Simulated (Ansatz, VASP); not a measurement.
**ZnO: VASP beside Ansatz**

```xyz
4
Lattice="3.1868 0.0000 0.0000 -1.5934 2.7599 0.0000 0.0000 0.0000 5.1536" Properties=species:S:1:pos:R:3 pbc="T T T"
Zn    0.0000    1.8399    2.5785
Zn    1.5934    0.9200    0.0018
O     1.5934    0.9200    1.9515
O     0.0000    1.8399    4.5283
```

Alike in both runs: functional LDA; k mesh 12 × 12 × 6; occupations gaussian, width 0.02 eV; no spin polarisation.

Ansatz relaxed the structure, and its values are those at the end. VASP's run is a single point on that final structure, the one shown.

|  | VASP | Ansatz |
| --- | --- | --- |
| version | VASP 6.6.1 | Ansatz 0.2.0 |
| potentials or method | VASP PAW LDA potentials, release 64 (Zn, O) | scalar-relativistic, plane waves, PAW |
| plane-wave cutoff (eV) | 520 | 420 |
| valence electrons in the cell | 36 | 36 |

Ansatz gave:

```
gap on the k mesh at the Fermi level (eV) : 0.80
least direct gap on the mesh (eV)         : 0.80
pressure (GPa)                            : 0.0
```

Question: Estimate VASP's values.

Answer: gap on the k mesh at the Fermi level (eV): 0.81; least direct gap on the mesh (eV): 0.81; pressure (GPa): 1.3.
